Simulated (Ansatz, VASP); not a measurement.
**Two plane-wave programs on Ge**

Contents of POSCAR:

```
Ge
1.0
   -1.8452277143      1.8452277143      1.8452277143
    1.8452277143     -1.8452277143      1.8452277143
    1.8452277143      1.8452277143     -1.8452277143
Ge
1
Direct
    0.0000000000      0.0000000000      0.0000000000
```

File INCAR.step1:

```
PREC = Accurate
ENCUT = 600
ISMEAR = 0
SIGMA = 0.1
LREAL = F
LASPH = T
NELM = 100
GGA = PE
ALGO = Normal
EDIFF = 1E-4
LWAVE = T
LCHARG = F
```

The input INCAR.step2:

```
PREC = Accurate
ENCUT = 600
EDIFF = 1E-6
ISMEAR = 0
SIGMA = 0.1
LREAL = F
LASPH = T
NELM = 100
ALGO = Normal
ISIF = 3
LWAVE = F
LCHARG = F
METAGGA = R2SCAN
LMIXTAU = T
IBRION = 2
NSW = 90
EDIFFG = -0.04
ISTART = 1
```

Contents of KPOINTS:

```
Automatic mesh
0
Gamma
  6 6 6
```

Input for Ansatz:

```yaml
crystal:
  lattice:
    - [-1.8452277143, 1.8452277143, 1.8452277143]
    - [1.8452277143, -1.8452277143, 1.8452277143]
    - [1.8452277143, 1.8452277143, -1.8452277143]
  atoms:
    - { symbol: Ge, position: [0.0, 0.0, 0.0] }
basis:
  ecutwfc: 500
kpoints:
  mp_grid: { grid: [6, 6, 6] }
hamiltonian:
  xc: r2scan
scf:
  occupations: { method: gaussian, width: 0.1 }
  lower_state_search: "off"
output:
  forces: true
  stress: true
  eigenvalues: true
relax:
  adjacent_minimum: "off"
  f_tol: 0.04
  max_steps: 70
  cell: { stress_tol: 0.4 }
```

Alike in both runs: task relaxation of cell and atoms; functional r2SCAN; k mesh 6 × 6 × 6; occupations gaussian, width 0.1 eV; no spin polarisation.

|  | VASP | Ansatz |
| --- | --- | --- |
| version | VASP 6.6.1 | Ansatz 0.2.0 |
| potentials or method | VASP PAW PBE potentials, release 64 (Ge_d) | scalar-relativistic, plane waves, PAW |
| plane-wave cutoff (eV) | 600 | 500 |
| valence electrons in the cell | 14 | 14 |

|  | VASP | Ansatz | Ansatz less VASP |
| --- | --- | --- | --- |
| gap on the k mesh at the Fermi level, each at its own relaxed structure (eV) | none | none | - |
| relaxed volume (Å³/atom) | 18.73 | 18.88 | +0.151 |
| relaxed cell length with the largest relative difference (Å) | 2.898 | 2.905 | +0.0078 |
| energy change over the relaxation (meV/atom) | -299 | -294 | +5.0 |

A gap of «none» marks a metal or a gap that the smearing closes.

Caveats: the k mesh is coarse (spacing up to 0.40 Å⁻¹), so the values aren't converged; the volume moved by over 15 % at a fixed basis, so the end points are rough; the PAW data sets were made with another functional, which shifts forces and pressure a little (VASP).
